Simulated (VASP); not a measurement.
A run of VASP 6.6.1:

INCAR

```
SYSTEM = Ga
ALGO = Normal ; EDIFF = 1E-7
ENCUT = 520 ; GGA = PE
ISIF = 2 ; ISMEAR = -1
LASPH = .TRUE. ; LCHARG = .TRUE.
LELF = .TRUE. ; LREAL = .FALSE.
LVHAR = .TRUE. ; LWAVE = .FALSE.
NBANDS = 20 ; NELM = 60
PREC = Accurate ; SIGMA = 0.05
```

Contents of KPOINTS:

```
k-points
0
G
  10 10 8
  0 0 0
```

Contents of POSCAR:

```
Ga
1.0
    1.4500000000     -4.0650000000      0.0000000000
    1.4500000000      4.0650000000      0.0000000000
    0.0000000000      0.0000000000      3.1700000000
Ga
2
Direct
    0.1426510000      0.8836200000      0.7521610000
    0.8630400000      0.1461870000      0.2619770000
```

Potentials or basis: VASP PAW PBE potentials, release 64 (Ga_d).

Command:

```sh
$ cat potpaw_PBE.64/Ga_d/POTCAR > POTCAR
$ mpirun -np 1 vasp_std > vasp.out
```

Hardware: 1 thread of Intel(R) Xeon(R) Platinum 8488C (Sapphire Rapids), with other jobs on the host.

Question: How long does it take, and how much memory?

Answer: It took 2.9 min on 1 thread of Intel(R) Xeon(R) Platinum 8488C (Sapphire Rapids), with other jobs on the host, peak memory 0.35 GiB. Counts: scf iterations 12, k points 404.
